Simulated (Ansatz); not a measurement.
System: cubic perovskite CsPbI3 (cubic high-temperature phase). Method: PBEsol+SOC (Ansatz, a first-principles code, plane waves, PAW).

Run with plane-wave cutoff 520 eV, 6×6×6 k mesh, Fermi–Dirac smearing 0.01 eV, PAW data made under PBE.

The cell has the measured lattice: a = b = c = 6.2890 Å, α = β = γ = 90.00°.

Q: Give the computed band gap and direct gap at Γ.

A: 
* **band gap**: 0.01 eV (under three smearing widths, so not firm)
* **direct gap at Γ**: 3.86 eV

Note: held by symmetry at 0 K, a high-temperature phase can be a saddle point; cell and atoms aren't relaxed at this level (pressure -0.4 GPa).
